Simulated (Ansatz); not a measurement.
# From barrier to diffusion: O in Ti

These are results of DFT PBEsol, scalar-relativistic, plane waves, PAW (Ansatz), not measurements. Settings: 420 eV cutoff, 4×4×4 k-mesh, shifted by half a step, Gaussian smearing of 0.10 eV, no spin polarisation.

Host crystal, relaxed:

```yaml
crystal:
  lattice:
    - [2.90044, 0.00000, 0.00000]
    - [-1.45022, 2.51185, 0.00000]
    - [0.00000, 0.00000, 4.59099]
  atoms:
    - { symbol: Ti, position: [0.33333, 0.66667, 0.25000] }
    - { symbol: Ti, position: [0.66667, 0.33333, 0.75000] }
```

In a supercell of 18 host sites, interstitial O hops to an equivalent place, moving 2.90 Å. Climbing-image nudged elastic band at fixed cell; the order of the saddle wasn't checked, and the small cell leaves errors of about a tenth of an eV.

```
image path (Å) E − E(0) (eV)
    0      0.00          0.000
    1      0.72          1.129
    2      1.44          2.216
    3      2.15          1.786
    4      2.86          2.225
    5      3.55          1.038
    6      4.23          0.000
```

Task: What are the barriers forward and back, and what attempt frequency does the shape suggest?

Result: Forward 2.23 eV, back 2.23 eV, the ends being level. For a sinusoidal profile E_b sin²(πx/l), with the O atom alone moving, ν = (1/l)√(E_b/2m) = 8.9×10¹² s⁻¹, within an order of magnitude of the customary 10¹³ s⁻¹; a true prefactor needs the vibrations at the minimum and at the saddle.

Task: With ν = 10¹³ s⁻¹, give the forward jump rate along this one path, the wait 1/k for that jump, the diffusivity D ≈ l²k and the distance √(Dt) covered in an hour at 300, 600 and 1000 K, taking the host as solid throughout.

Result: k = ν exp(−E_b/k_BT):
| T (K) | k (1/s) | wait (s) | D (cm²/s) | √(Dt) in 1 h (nm) |
| --- | --- | --- | --- | --- |
| 300 | 4.1×10⁻²⁵ | 2.4×10²⁴ | 3.5×10⁻⁴⁰ | 1.1×10⁻¹¹ |
| 600 | 2.0×10⁻⁶ | 4.9×10⁵ | 1.7×10⁻²¹ | 0.025 |
| 1000 | 61 | 0.016 | 5.1×10⁻¹⁴ | 136 |

D = l²k holds for six equivalent jumps in three dimensions (z l²k/6) and is a scale otherwise. Long-range transport needs a connected net of such jumps, and traps slow it. D is that of an interstitial already there. An error of 0.1 eV in the barrier changes k by a factor of 48 at 300 K and 3.2 at 1000 K.

Cost: 1 run of about 91 core-minutes, on AMD EPYC 7R43 (Zen 3) (shared hosts).